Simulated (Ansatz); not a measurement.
Relaxing ZrS2

Theory: DFT PBEsol, scalar-relativistic, plane waves, PAW in Ansatz 0.2.0. (420 eV cutoff, 12×12×6 k-mesh, Gaussian smearing of 0.02 eV, no spin polarisation)

What was changed: strain along c alone, the other axes held, atoms relaxed: -1.0 %.

Command:

```bash
ansatz run input.yaml --threads 1 --pin off --max-ram 2560MiB --backend cpu --events-out ev --progress --plain --runs-dir out
```

Input:

```yaml
crystal:
  lattice:
    - [3.6273720858, 0.0, 0.0]
    - [-1.8136860429, 3.1413963753, 0.0]
    - [0.0, 0.0, 5.8278935527]
  atoms:
    - { symbol: Zr, position: [0.0, 0.0, 0.0] }
    - { symbol: S, position: [0.6666666667, 0.3333333333, 0.7531561001] }
    - { symbol: S, position: [0.3333333333, 0.6666666667, 0.2468438999] }
basis:
  ecutwfc: 420
kpoints:
  mp_grid: { grid: [12, 12, 6] }
hamiltonian:
  xc: pbesol
scf:
  occupations: { method: gaussian, width: 0.02 }
output:
  forces: true
  stress: true
  eigenvalues: true
relax:
  adjacent_minimum: "off"
  f_tol: 0.008
  max_steps: 40
```

F is the free energy.

Steps:

| step | F − F(1) (eV) | largest force component (eV/Å) |
| --- | --- | --- |
| 1 | 0.0000 | 0.160 |
| 2 | 0.0001 | 0.162 |
| 3 | 0.0000 | 0.160 |
| 4 | 0.0001 | 0.162 |
| 5 | -0.0022 | 0.003 |

Relaxed structure:

```
CELL_PARAMETERS angstrom
3.62737 0.00000 0.00000
-1.81369 3.14140 0.00000
0.00000 0.00000 5.82789
ATOMIC_POSITIONS crystal
Zr 0.00000 0.00000 0.00000
S 0.66667 0.33333 0.75085
S 0.33333 0.66667 0.24915
```

It takes space group P-3m1 (No. 164, trigonal). Conventional cell: a = 3.627 Å, b = 3.627 Å, c = 5.828 Å, α = 90.00°, β = 90.00°, γ = 120.00°. Around Zr (site symmetry -3m) lie 6 S at 2.55 Å. Around S (site symmetry 3m) lie 3 Zr at 2.55 Å.

The run converged. Time: 21 s on 1 thread of Intel(R) Xeon(R) Platinum 8375C CPU @ 2.90GHz (Ice Lake) (shared host), peak memory 0.46 GiB.